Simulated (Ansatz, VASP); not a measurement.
# KF (Carobbiite): VASP beside Ansatz, part 2 of 2

One calculation is typed for both programs; each brings its own data sets and cutoff. How far apart do they land? The cell is taken from a series of VASP runs on this material, whose earlier steps may have relaxed, scaled or displaced it; both programs get it as it stands.

VASP 6.6.1 and Ansatz 0.2.0.

So far: Set-up; VASP: band structure, r2SCAN-EpsX with an exact-exchange share of 0.495.

### 3. Ansatz: band structure, r2SCAN-EpsX with an exact-exchange share of 0.495

Level of this step: Ansatz beside VASP: Kohn-Sham DFT, plane waves, r2SCAN-EpsX (Ansatz).

Ansatz runs on its default PAW (the set named soft_2) files.

The same cell, functional, mesh and smearing now go to Ansatz, which takes its cutoff from its data sets.

File input.yaml:

```yaml
crystal:
  lattice:
    - [0.0, 2.6735, 2.6735]
    - [2.6735, 0.0, 2.6735]
    - [2.6735, 2.6735, 0.0]
  atoms:
    - { symbol: K, position: [0.0, 0.0, 0.0] }
    - { symbol: F, position: [0.5, 0.5, 0.5] }
hamiltonian:
  xc: { exchange: r2scan, correlation: r2scan, exx: { coeff: 0.495 } }
  pseudopotentials: { kind: paw }
kpoints:
  mp_grid: { grid: [5, 5, 5] }
  band_path:
    path:
      - [0.0, 0.0, 0.0]
      - [0.5, 0.0, 0.5]
      - [0.5, 0.22222, 0.72222]
      - [0.40278, 0.34722, 0.75]
      - [0.125, 0.125, 0.25]
      - [0.27778, 0.27778, 0.27778]
      - [0.55556, 0.38889, 0.55556]
      - [0.58333, 0.25, 0.66667]
      - [0.5, 0.30556, 0.69444]
      - [0.48611, 0.48611, 0.52778]
      - [0.625, 0.25, 0.625]
      - [0.5, 0.0, 0.5]
    npoints: 1
scf:
  occupations: { method: gaussian, width: 0.03 }
  n_extra_bands: 7
output:
  forces: true
  stress: true
  eigenvalues: true
```

The run is started by

```console
$ ansatz run input.yaml --threads 4 --pin off --max-ram 9216MiB --backend cpu --events-out ev --progress --plain --runs-dir out
```

Numbers of over 12 decimals in the logs are rounded to 6 here.

Output:

```text
Warning: output.stress: scf.convergence.dr2_threshold = 1e-7 eV (the SCF's general default) is looser than the 2e-10 eV advised for a printed stress (1e-10 eV for each atom of the cell: 2). What an SCF threshold leaves in a stress goes as its square root, and in the free energy as the threshold itself, and one threshold admits the most on a small cell: [figures from the program's tests cut] Set scf.convergence.dr2_threshold to 2e-10 eV or tighter. The threshold is an SCF's pass mark: one that does not reach it within its budget of iterations ends unconverged, or closes short of it on a stop that the run arms, and scf.convergence.dr2_threshold's page says what that costs each kind of run
Warning: output.stress: scf.exx.energy_threshold = 1e-6 eV is looser than the 2e-8 eV advised for a stress under a hybrid functional (1e-8 eV for each atom of the cell: 2). Every SCF of the exchange loop can meet its threshold on dr2 while the loop round them stops early: no threshold on dr2 bounds what that leaves in the stress. Set scf.exx.energy_threshold to 2e-8 eV or tighter. The threshold is the loop's pass mark: a loop that does not reach it within its budget of cycles ends unconverged, and scf.exx.energy_threshold's page has the law
scf.n_extra_bands = 7 over 8 filled bands (N_el = 16.0): the run solves 15 bands
Engine: ansatz 0.2.0, aarch64-unknown-linux-gnu
Pseudopotentials: kind: paw
Pseudopotential: K, paw, valence charge 9, recommended cutoff 500 eV (meta_gga), K.paw.azcp
Pseudopotential: F, paw, valence charge 7, recommended cutoff 500 eV (meta_gga), F.paw.azcp
Functional definition: unnamed
  parameter a_1 = 0.495
  exchange = (1 - a_1)*r2scan_x + a_1*exact_x
  correlation = r2scan_c
Crystal: 2 atoms, lattice volume = 38.218 Å³
Basis set: ecut = 500 eV, 941 PW (Γ), exchange–correlation on 120×120×120 points (64 copies of the dense FFT grid, shifted against one another)
Bands: 15, of which v1, the nominal top of the filled ones, is band 8 counted from 1 (7 counted from 0)
Symmetry: 48 space group operations
Space group: Fm-3m (ITA 225), of the structure as read, at distance tolerance 3.4e-5 Å
k-points: 10 of 125
Non-local potential: K, projectors of the file, l = 0: 3, l = 1: 2, l = 2: 2
Non-local potential: F, projectors of the file, l = 0: 2, l = 1: 2, l = 2: 1
PAW form: soft (Blöchl's): semilocal exchange-correlation on the pseudo side does not see the compensation charge
PAW frozen core: K, regenerated for the run's functional, and the local potential with it (the file was generated under x = pbe(κ = 0.804, μ = 0.219515), c = pbe(β = 0.066725))
PAW frozen core: F, regenerated for the run's functional, and the local potential with it (the file was generated under x = pbe(κ = 0.804, μ = 0.219515), c = pbe(β = 0.066725))
PAW one-centre angular grid: K, 302 points (default); XC on 160 Gauss nodes
PAW one-centre angular grid: F, 302 points (default); XC on 160 Gauss nodes
Initial density: superposition of atomic densities (neutral atoms: chi_scale 0, normalization atom), corrected by the library's trained network
Initial wavefunctions: pseudopotential atomic-orbital guess
Functional: x = r2scan, c = r2scan; τ floored in thin density (d = 2e-4 eV/Å³), warm-up for x = 0.505 r2scan + 0.495 exact, c = r2scan; τ floored in thin density (d = 2e-4 eV/Å³)
SCF iter   1: F=—  HF=-2355.149806 eV  |F-HF|=—  |Δ(HF+E_count)|=         —  Δρ=6.81e-3  dr2=1.64e-2  dr2_τ=2.56e-2  ethr=1.77e-3  ⟨swp⟩=9.6  Hψ=806  notcnv=0
preconditioner: auto → none  [insulator: Δε(μ)=7.133 eV  Ē_g=20.569 eV  σ=0.030 eV  W_gap=1.00  n_scr=14 (ndim 8)  ℏωp=22.5 eV  f_vac=0.134  D(μ)=0.00/eV (n_scr^D=0)]
SCF iter   2: F=-2355.188576 eV  HF=-2355.190086 eV  |F-HF|=1.51e-3  |Δ(HF+E_count)|=   4.03e-2  Δρ=4.30e-3  dr2=2.22e-3  dr2_τ=6.00e-4  ethr=1.03e-4  ⟨swp⟩=4.3  Hψ=473  notcnv=0  defer=1
SCF 1 stopped early in 2 iterations: F = -2355.188576 eV  dr2 = 2.22e-3
  greatest PAW one-centre occupation: 0.989 electrons in one spin orbital (limit 2), on the K atom at site 0 (counted from 0), in its partial waves of l = 0
Initial density: handed on by an earlier stage of this run
Initial wavefunctions: those handed on with the density
Functional: x = 0.505 r2scan + 0.495 exact, c = r2scan; τ floored in thin density (d = 2e-4 eV/Å³)
Frozen-core exchange: fock
SCF iter   1: F=—  HF=-2354.157987 eV  |F-HF|=—  |Δ(HF+E_count)|=         —  Δρ=8.65e-3  dr2=2.13e-2  dr2_τ=2.33e-3  ethr=1.39e-4  ⟨swp⟩=5.4  Hψ=606  notcnv=0
preconditioner: auto → none  [insulator: Δε(μ)=11.977 eV  Ē_g=26.613 eV  σ=0.030 eV  W_gap=1.00  n_scr=14 (ndim 8)  ℏωp=22.5 eV  f_vac=0.137  D(μ)=0.00/eV (n_scr^D=0)]
SCF iter   2: F=—  HF=-2354.149095 eV  |F-HF|=—  |Δ(HF+E_count)|=   8.89e-3  Δρ=5.19e-3  dr2=6.18e-3  dr2_τ=7.81e-4  ethr=1.21e-4  ⟨swp⟩=3.1  Hψ=353  notcnv=0
SCF iter   3: F=—  HF=-2354.161984 eV  |F-HF|=—  |Δ(HF+E_count)|=   1.29e-2  Δρ=2.66e-3  dr2=3.79e-3  dr2_τ=1.92e-4  ethr=1.67e-5  ⟨swp⟩=3.9  Hψ=409  notcnv=0
iter 4 solved again at ethr=7.22e-8 eV; its pass at ethr=1.67e-5 eV (dr2=1.16e-5 eV) is discarded
SCF iter   4: F=—  HF=-2354.160691 eV  |F-HF|=—  |Δ(HF+E_count)|=   1.29e-3  Δρ=2.38e-4  dr2=1.44e-4  dr2_τ=4.88e-6  ethr=7.22e-8  ⟨swp⟩=3.0  Hψ=602  notcnv=0
Mixer restart at iter 4: flushing history
SCF iter   5: F=—  HF=-2354.161141 eV  |F-HF|=—  |Δ(HF+E_count)|=   4.51e-4  Δρ=5.59e-4  dr2=1.19e-4  dr2_τ=5.90e-6  ethr=7.22e-8  ⟨swp⟩=4.0  Hψ=373  notcnv=0
SCF iter   6: F=-2354.161120 eV  HF=-2354.161121 eV  |F-HF|=8.80e-7  |Δ(HF+E_count)|=   2.01e-5  Δρ=9.93e-5  dr2=3.48e-6  dr2_τ=6.35e-7  ethr=7.22e-8  ⟨swp⟩=4.0  Hψ=309  notcnv=0
SCF 2 stopped early in 6 iterations: F = -2354.161120 eV  dr2 = 3.48e-6
  greatest PAW one-centre occupation: 0.990 electrons in one spin orbital (limit 2), on the K atom at site 0 (counted from 0), in its partial waves of l = 0
hybrid outer 1: dexx = +1.671e-2 eV, tail = 5.01e-5 eV
Frozen-core exchange: fock
SCF iter   1: F=—  HF=-2354.161594 eV  |F-HF|=—  |Δ(HF+E_count)|=         —  Δρ=1.73e-4  dr2=2.24e-6  dr2_τ=1.33e-6  ethr=1.57e-6  ⟨swp⟩=3.3  Hψ=388  notcnv=0
preconditioner: auto → none  [insulator: Δε(μ)=11.836 eV  Ē_g=26.501 eV  σ=0.030 eV  W_gap=1.00  n_scr=14 (ndim 8)  ℏωp=22.5 eV  f_vac=0.156  D(μ)=0.00/eV (n_scr^D=0)]
SCF iter   2: F=—  HF=-2354.161594 eV  |F-HF|=—  |Δ(HF+E_count)|=   2.46e-7  Δρ=7.38e-5  dr2=4.80e-7  dr2_τ=1.48e-7  ethr=1.38e-8  ⟨swp⟩=4.0  Hψ=276  notcnv=0
SCF iter   3: F=—  HF=-2354.161594 eV  |F-HF|=—  |Δ(HF+E_count)|=   8.58e-8  Δρ=1.29e-5  dr2=1.58e-8  dr2_τ=8.29e-9  ethr=2.93e-9  ⟨swp⟩=2.7  Hψ=244  notcnv=0
SCF iter   4: F=—  HF=-2354.161594 eV  |F-HF|=—  |Δ(HF+E_count)|=   1.14e-8  Δρ=6.77e-6  dr2=1.26e-8  dr2_τ=7.40e-10  ethr=7.08e-11  ⟨swp⟩=4.1  Hψ=420  notcnv=0
SCF iter   5: F=-2354.161594 eV  HF=-2354.161594 eV  |F-HF|=3.51e-10  |Δ(HF+E_count)|=   5.56e-9  Δρ=1.45e-6  dr2=4.44e-10  dr2_τ=4.83e-11  ethr=7.08e-11  ⟨swp⟩=3.1  Hψ=277  notcnv=0
SCF 3 converged in 5 iterations: F = -2354.161594 eV  dr2 = 4.44e-10
  Residual-converged pass: ⟨swp⟩=2.3  Hψ=233  notcnv=0  max |occ|·‖R‖ = 1.9e-6 eV (tolerance 2.4e-6 eV)  dr2=4.46e-10  dr2_τ=4.83e-11  dr2_onsite=3.76e-11  max |Δocc| = 0.0e0
hybrid outer 2: dexx = +1.297e-6 eV, tail = 1.07e-7 eV, Δε = 5.29e-3 eV (about 2.84e-4 eV left of the loop's levels)
Frozen-core exchange: fock
SCF iter   1: F=—  HF=-2354.161595 eV  |F-HF|=—  |Δ(HF+E_count)|=         —  Δρ=7.74e-6  dr2=9.49e-9  dr2_τ=3.58e-9  ethr=3.34e-9  ⟨swp⟩=4.0  Hψ=348  notcnv=0
SCF iter   2: F=-2354.161595 eV  HF=-2354.161595 eV  |F-HF|=3.68e-10  |Δ(HF+E_count)|=   1.98e-9  Δρ=3.74e-6  dr2=1.02e-9  dr2_τ=4.13e-10  ethr=5.54e-11  ⟨swp⟩=3.0  Hψ=264  notcnv=0
SCF 4 converged in 2 iterations: F = -2354.161595 eV  dr2 = 1.02e-9
  Residual-converged pass: ⟨swp⟩=2.4  Hψ=236  notcnv=0  max |occ|·‖R‖ = 2.4e-6 eV (tolerance 2.4e-6 eV)  dr2=1.01e-9  dr2_τ=4.11e-10  dr2_onsite=1.34e-10  max |Δocc| = 0.0e0
hybrid outer 3: dexx = +4.473e-9 eV, tail = 3.46e-9 eV, Δε = 3.09e-4 eV (about 6.38e-5 eV left of the loop's levels), ΔF = 1.47e-29 eV/Å (tail 1.27e-29)
NSCF: frozen V_eff on 12 k-points
hybrid SCF converged: 3 outer / 13 inner (+2 warm-up), last move |dexx| = 4.47e-9 eV, tail = 3.46e-9 eV
Stability not checked: this state was not tested for a lower state beside it, because the functional holds exact exchange (a hybrid, or Hartree-Fock), whose exchange loop this test does not read (fock_operator; see scf.lower_state_search)
Free energy (F): -2354.161595 eV
Frozen-core exchange: fock
Harris-Foulkes:  -2354.161595 eV  (|F-HF|=3.68e-10)
Internal energy: -2354.161595 eV  (E = F + TS)
E sigma→0 (E₀):  -2354.161595 eV
Fermi energy:    3.086147 eV
--- Per-component energies (eV) ---
  E_band       = -207.635678
  E_kinetic    = 466.331268
  E_local      = -1115.704885  (includes V_loc(G=0)·N_el)
  E_nonlocal   = 83.227663
  E_hartree    = 404.678673
  E_xc         = -116.582024
  E_vxc        = -157.284881  (∫ρ·V_xc dr)
  E_exx        = -114.209509  (= α·E_x^exact, valence–valence)
  E_paw        = -974.054434  (= ΣΔE_a)
  E_vpaw       = -71.419717  (= ΣTr[D̂ρ^β])
  E_aug_tail   = 0.000989  (compensation charges beyond the density's cutoff)
  E_vtau       = 6.275852  (kinetic-family band-sum trace: ∫τ·v_τ [+ j·A + Jᵃ·Aᵃ] dr)
  E_ewald      = -987.452138
  E_core_change = -0.397194  (= ΣΔE_core)
  E_smearing   = -0.000000  (= −TS)
  E_closure    = -0.000002  (closes the sum)
  Σ components = -2354.161595   (vs F -2354.161595, Δ=4.55e-13)
--- Forces (eV/Å), atoms counted from 1 ---
  atom   1  K     -0.00000000     0.00000000     0.00000000
  atom   2  F      0.00000000    -0.00000000    -0.00000000
  max |Σ_I F_I| component: 3.55e-29 eV/Å
--- Stress (GPa, compression-positive) ---
       -1.349637      -0.000000       0.000000
        0.000000      -1.349637      -0.000000
        0.000000       0.000000      -1.349637
  P = ⅓ Tr σ = -1.3496 GPa (-13.496 kbar)
--- Band table (eV; the first three rows and the last of 10) ---
  k-point 0: bands = [... 4 lower, -12.3354, -2.8319, -2.8319, -2.8319, 9.0041, 14.3339, 14.3339, 14.3339, ... 3 higher]
  k-point 1: bands = [... 4 lower, -12.3451, -3.1298, -2.9596, -2.9596, 10.0758, 13.5743, 14.9193, 14.9193, ... 3 higher]
  k-point 2: bands = [... 4 lower, -12.3604, -3.5508, -3.1604, -3.1604, 11.9351, 13.3586, 15.9023, 15.9023, ... 3 higher]
  k-point 9: bands = [... 4 lower, -12.4240, -3.2650, -3.0691, -2.9431, 12.4875, 13.0497, 15.2181, 17.6621, ... 3 higher]
```

Run time: 16 s. Hardware: 4 threads of Arm Neoverse V2, shared host; peak memory 0.77 GiB.

### 4. Comparison

Known differences besides the potentials themselves: exact exchange at q = 0 is treated differently, which shows on coarse meshes; VASP keeps PBE cores, Ansatz makes them for the functional; the cutoff is 500 eV in Ansatz and 460 eV in VASP; VASP takes a coarser grid for exact exchange (PRECFOCK = Fast). Total energies have different zeros and are not compared.

Compared:

```tsv
quantity	Ansatz	VASP	difference
gap over the path points (eV)	11.836	11.818	+0.018
```

Levels at points of the path, from each program's valence-band top (eV; 3 filled, then empty):

```tsv
k (reciprocal lattice)	Ansatz	VASP
0.000 0.000 0.000	0.00 0.00 0.00 11.84 17.17 17.17	0.00 0.00 0.00 11.82 17.14 17.14
0.500 0.000 0.500	-0.17 -0.04 -0.04 14.10 16.80 17.66	-0.18 -0.05 -0.05 14.09 16.78 17.66
0.500 0.222 0.722	-0.41 -0.14 -0.12 15.43 16.03 17.85	-0.41 -0.15 -0.13 15.42 16.01 17.82
0.403 0.347 0.750	-0.35 -0.18 -0.16 14.94 16.65 17.71	-0.35 -0.18 -0.17 14.93 16.64 17.69
0.125 0.125 0.250	-0.33 -0.17 -0.04 12.94 16.28 17.68	-0.33 -0.17 -0.04 12.92 16.27 17.66
0.278 0.278 0.278	-0.49 -0.21 -0.21 13.71 16.16 18.18	-0.49 -0.21 -0.21 13.69 16.14 18.16
0.556 0.389 0.556	-0.63 -0.32 -0.28 15.23 16.17 18.59	-0.64 -0.32 -0.28 15.22 16.15 18.57
0.583 0.250 0.667	-0.36 -0.17 -0.16 15.00 16.57 17.73	-0.36 -0.17 -0.16 14.99 16.55 17.71
0.500 0.306 0.694	-0.45 -0.17 -0.16 15.64 15.79 18.01	-0.45 -0.18 -0.17 15.63 15.78 17.98
0.486 0.486 0.528	-0.77 -0.36 -0.36 15.03 16.37 18.87	-0.78 -0.35 -0.35 15.03 16.35 18.85
```

Among the levels compared at these points, filled levels agree within 10 meV and empty ones within 27 meV.

### 5. Results

```
difference in gap over the path points (band structure, r2SCAN-EpsX with an exact-exchange share of 0.495) : 0.018 eV
```

The difference in gap over the path points is 0.018 eV (band structure, r2SCAN-EpsX with an exact-exchange share of 0.495), within the 0.08 eV picked in this series as the mark of a large difference. How closely two codes agree says nothing of how well the functional describes the real material.

[Lines on the potential files, build, host, timing and source positions are cut from VASP's logs without a mark.]

[Logs are printed without paths, hosts, clocks, repeated set-up lines and the standing remarks that a program may print on its own settings, such as how far it seeks lower states.]

[Hosts, paths, dates, database ids (printed as entryN), source tags and the programs' standing remarks are cut or masked in the printed files.]
